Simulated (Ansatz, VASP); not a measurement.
## One calculation of Ge, two programs

```
Ge
1.0
     2.99111    0.00000    0.00000
    -1.51052    2.58168    0.00000
     0.00000    0.00000    4.72760
Ge
2
Direct
  0.66655 0.33345 0.25000
  0.33345 0.66655 0.75000
```

This isn't the form of Ge at room conditions, which is diamond.

Alike in both runs: task single point; functional PBEsol; k mesh 4 × 4 × 2; occupations gaussian, width 0.1 eV; no spin polarisation.

|  | VASP | Ansatz |
| --- | --- | --- |
| version | VASP 6.6.1 | Ansatz 0.2.0 |
| potentials or method | VASP PAW PBE potentials, release 64 (Ge_d) | plane waves, PAW |
| plane-wave cutoff (eV) | 520 | 571 |
| valence electrons in the cell | 28 | 28 |

Ansatz gave:

```
pressure (GPa)                                  : -3.7
largest component of the traceless stress (GPa) : 1.30
rms of the force components (eV/Å)              : 0.007
```

**Question.** Which values does VASP return?

**Answer.** Pressure (GPa): -3.8; largest component of the traceless stress (GPa): 1.30; rms of the force components (eV/Å): 0.007.

Atom by atom the forces differ by 0.000 eV/Å (rms over components). The functional is the same, so the differences come from potentials, cutoffs and numerics.

Caveats: the k mesh is coarse (spacing up to 0.66 Å⁻¹), so the values aren't converged; the PAW data sets were made with another functional, which shifts forces and pressure a little (VASP).
